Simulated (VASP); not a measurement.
The system is MoP.

```xyz
2
Lattice="3.2086 0.0000 0.0000 -1.6043 2.7787 0.0000 0.0000 0.0000 3.1733" Properties=species:S:1:pos:R:3 pbc="T T T"
Mo    0.0000    0.0000    3.1733
P     0.0000    1.8525    1.5866
```

Base run:

| Property | Result |
| --- | --- |
| Program | VASP 6.6.1 |
| Functional | PBE |
| Potentials or basis | VASP PAW PBE potentials, release 64 (Mo_sv, P) |
| Cutoff | 520 eV |
| k mesh | 15 × 15 × 11 |
| Occupations | methfessel-paxton, width 0.1 eV |
| Spin | no spin polarisation |

Its results: pressure 6.3 GPa.

**Question.** The run is repeated on the same cell with these changes: functional from PBE to LDA; potentials or basis from VASP PAW PBE potentials, release 64 (Mo_sv, P) to VASP PAW LDA potentials, release 64 (Mo_sv, P). What comes out?

**Answer.** Pressure -3.4 GPa.
